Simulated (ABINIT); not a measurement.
Crystal: K.

```
K
1.0
    -2.69756    2.69756    2.69756
     2.69756   -2.69756    2.69756
     2.69756    2.69756   -2.69756
K
1
Direct
  0.00000 0.00000 0.00000
```

- Program: ABINIT 10.8.3 (patched build)
- Task: relaxation of cell and atoms
- Functional: LDA
- Potentials or basis: JTH PAW LDA v2.0
- Cutoff: 435 eV
- k mesh: 5 × 5 × 5
- Occupations: fermi-dirac, width 0.05 eV
- Spin: no spin polarisation

At the start: pressure -0.6 GPa; volume 78.52 Å³/atom.

**Question.** How do energy, volume and symmetry change on relaxing?

**Answer.** Over 5 steps the energy falls by 32.8 meV/atom and the volume is 64.01 Å³/atom (-18.5 %); space group Im-3m (No. 229, to 0.05 Å).

The path:
```tsv
step	energy change (eV)	largest force (eV/Å)	pressure (GPa)	volume (Å³)
1	0.0000	0.0000	-0.62	78.52
2	-0.0006	0.0000	-0.61	78.37
3	-0.0323	0.0000	0.11	62.49
4	-0.0328	0.0000	-0.03	64.40
5	-0.0328	0.0000	0.00	64.01
```

Final structure:
```cif
data_structure
_symmetry_space_group_name_H-M 'P 1'
_symmetry_Int_Tables_number 1
_cell_length_a 4.3647
_cell_length_b 4.3647
_cell_length_c 4.3647
_cell_angle_alpha 109.471
_cell_angle_beta 109.471
_cell_angle_gamma 109.471
_cell_volume 64.01
loop_
_atom_site_label
_atom_site_type_symbol
_atom_site_fract_x
_atom_site_fract_y
_atom_site_fract_z
_atom_site_occupancy
K1 K 0.00000 0.00000 0.00000 1
```

Caveat: the volume moved by over 15 % at a fixed basis, so the end points are rough.
